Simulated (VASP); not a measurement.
Runs of VASP 6.6.1 on TaN. It takes space group P-6m2 (No. 187, hexagonal). Conventional cell: a = 2.940 Å, b = 2.940 Å, c = 2.890 Å, α = 90.00°, β = 90.00°, γ = 120.00°. Ta (site symmetry -6m2) is surrounded by 6 N at 2.23 Å. N (site symmetry -6m2) has 6 Ta at 2.23 Å as nearest neighbours. The cell comes from a database or a generator and needn't be the stable form of this composition.

| task | level | potentials or basis | cell | k mesh | cutoff (eV) | mesh quality | gap on the mesh (eV) | pressure (GPa) | relaxed volume (Å³/atom) |
| --- | --- | --- | --- | --- | --- | --- | --- | --- | --- |
| relaxation of cell and atoms | PBEsol | VASP PAW PBE potentials, release 64 (Ta_pv, N_s) | relaxed | 18 × 18 × 14 | 480 | not flagged | none | 0.0 | 10.65 |
| relaxation of cell and atoms | PBEsol | VASP PAW PBE potentials, release 64 (Ta, N) | relaxed | 18 × 18 × 14 | 580 | not flagged | none | 0.0 | 10.62 |
| single point | PBEsol | VASP PAW PBE potentials, release 64 (Ta_pv, N) | as given | 18 × 18 × 14 | 520 | not flagged | none | -5.4 | - |
| relaxation of cell and atoms | LDA | VASP PAW LDA potentials, release 64 (Ta_pv, N) | relaxed | 18 × 18 × 14 | 600 | not flagged | none | 0.0 | 10.49 |
| relaxation of cell and atoms | PBEsol | VASP PAW PBE potentials, release 64 (Ta_pv, N) | relaxed | 18 × 18 × 14 | 600 | not flagged | none | 0.0 | 10.65 |
| relaxation of cell and atoms | PBEsol | VASP PAW PBE potentials, release 64 (Ta_pv, N) | relaxed | 6 × 6 × 6 | 600 | coarse | none | 0.0 | 10.65 |
| relaxation of cell and atoms | RPBE | VASP PAW PBE potentials, release 64 (Ta_pv, N) | relaxed | 18 × 18 × 14 | 600 | not flagged | none | 0.0 | (a) |
| relaxation of cell and atoms | PBE+D3(BJ) | VASP PAW PBE potentials, release 64 (Ta_pv, N) | relaxed | 18 × 18 × 14 | 600 | not flagged | none | 0.0 | (b) |

Alike in all rows: no spin polarisation; smearing gaussian 0.1 eV.

Question: Fill in the values left out.

Answer: (a) 11.09; (b) 10.72.

Caveats: some runs use coarse meshes; the PAW data sets were made with another functional, which shifts forces and pressure a little (some runs); pairwise dispersion overbinds metals, which lowers pressure and volume (some runs).

A k mesh can miss the band edges, and the runs leave out spin-orbit coupling on Ta.

A gap of «none» marks a metal or a gap under the smearing width.

The runs don't all hold the same shells in valence.
